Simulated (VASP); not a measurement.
# CdS in VASP: how settings move the PBE single point

Aim: see what changed inputs do to the PBE single point of zincblende CdS, under -3.0 % biaxial strain in x and y, free along z.

Code: VASP 6.6.1. PAW datasets, plane waves. The values are computed, spin-unpolarised (in the reference), and not measurements.

## Step 1: The structure to begin with

The cell comes from an earlier relaxation with r2SCAN in another program, then strained, with the atoms relaxed again. Some of the altered inputs switch spin polarisation on.

Space group I-4m2 (No. 119), tetragonal; conventional cell a = 4.032 Å, c = 6.128 Å, 24.90 Å³ an atom. Around Cd lie 4 S at 2.53 Å; around S lie 4 Cd at 2.53 Å.

Coordinates:

```
CELL_PARAMETERS angstrom
0.00000 2.85104 3.06379
2.85104 0.00000 3.06379
2.85104 2.85104 0.00000
ATOMIC_POSITIONS crystal
Cd 0.00000 0.00000 0.00000
S 0.25000 0.25000 0.25000
```

## Step 2: Reference

The input, INCAR:

```
ENCUT = 520.000000
SIGMA = 0.020000
EDIFF = 1.00e-07
GGA = PE
PREC = Accurate
IBRION = -1
ISIF = 2
ISMEAR = -1
NBANDS = 16
NELM = 120
NSW = 0
LASPH = .TRUE.
LCHARG = .TRUE.
LELF = .TRUE.
LWAVE = .FALSE.
LREAL = .FALSE.
```

The input, KPOINTS:

```
KPOINTS created by Atomic Simulation Environment
0
Gamma
8 8 8
0 0 0
```

The input, POSCAR:

```
Cd S
 1.0000000000000000
     0.0000000000000000    2.8510383978000000    3.0637898083000001
     2.8510383978000000    0.0000000000000000    3.0637898083000001
     2.8510383978000000    2.8510383978000000    0.0000000000000000
 Cd  S
   1   1
Cartesian
  0.0000000000000000  0.0000000000000000  0.0000000000000000
  1.4255191989000000  1.4255191989000000  1.5318949041500001
```

A file KPOINTS_OPT adds named points for the levels; it doesn't enter the self-consistent loop.

Potentials: the recommended PBE PAW datasets, 18 valence electrons.

The run is started by

```sh
$ mpirun -np 1 vasp_std
```

## Step 3: Altered input 1

The input, INCAR:

```
ENCUT = 520.000000
SIGMA = 0.020000
EDIFF = 1.00e-07
GGA = PE
PREC = Accurate
IBRION = -1
ISIF = 2
ISMEAR = -1
NBANDS = 16
NSW = 0
LASPH = .TRUE.
LCHARG = .FALSE.
LWAVE = .FALSE.
LREAL = .FALSE.
LMAXMIX = 4
ALGO = Damped
TIME = 0.5
NELM = 50
```

KPOINTS is that of step 2.

POSCAR is that of step 2.

## Step 4: Altered input 2

The input, INCAR:

```
ENCUT = 520.000000
SIGMA = 0.020000
EDIFF = 1.00e-07
PREC = Accurate
IBRION = -1
ISIF = 2
ISMEAR = -1
NBANDS = 16
NSW = 0
LASPH = .TRUE.
LCHARG = .FALSE.
LWAVE = .FALSE.
LREAL = .FALSE.
ISPIN = 2
MAGMOM = 3 3
IVDW = 21
GGA = 91
NELM = 82
```

KPOINTS is that of step 2.

POSCAR is that of step 2.

## Step 5: Altered input 3

Edit INCAR of step 2 so:

```diff
@@ -12,5 +12,5 @@
 LASPH = .TRUE.
-LCHARG = .TRUE.
-LELF = .TRUE.
+LCHARG = .FALSE.
 LWAVE = .FALSE.
-LREAL = .FALSE.
+NELMIN = 4
+LREAL = Auto
```

KPOINTS is that of step 2.

POSCAR is that of step 2.

Q: Predict the outcome of this session. Wanted: for each run, changed; ending; energy change; pressure; electronic steps; usable.

**Answer**, as computed:

| run | changed | ending | energy change (meV/atom) | pressure (GPa) | gap on the mesh (eV; negative: overlap) | electronic steps | time | usable |
| --- | --- | --- | --- | --- | --- | --- | --- | --- |
| ref. | – | converged | 0 | 2.8 | 1.05 | 15 | 43 s | yes |
| 1 | LMAXMIX = 4, ALGO = Damped, TIME = 0.5, NELM = 50 | converged | 0.0 | 2.8 | 1.05 | 22 | 33 s | yes |
| 2 | ISPIN = 2, MAGMOM = 3 3, IVDW = 21, GGA = 91, NELM = 82 | refused | – | – | – | – | 0.8 s | no |
| 3 | NELMIN = 4, LREAL = Auto | converged | -0.4 | 2.8 | 1.05 | 15 | 53 s | yes |

**Reading.** Of 3 altered inputs, 1 gave no result, 2 gave usable results. Among the usable ones with comparable energies, «NELMIN = 4, LREAL = Auto» moves the energy most, by -0.4 meV/atom.
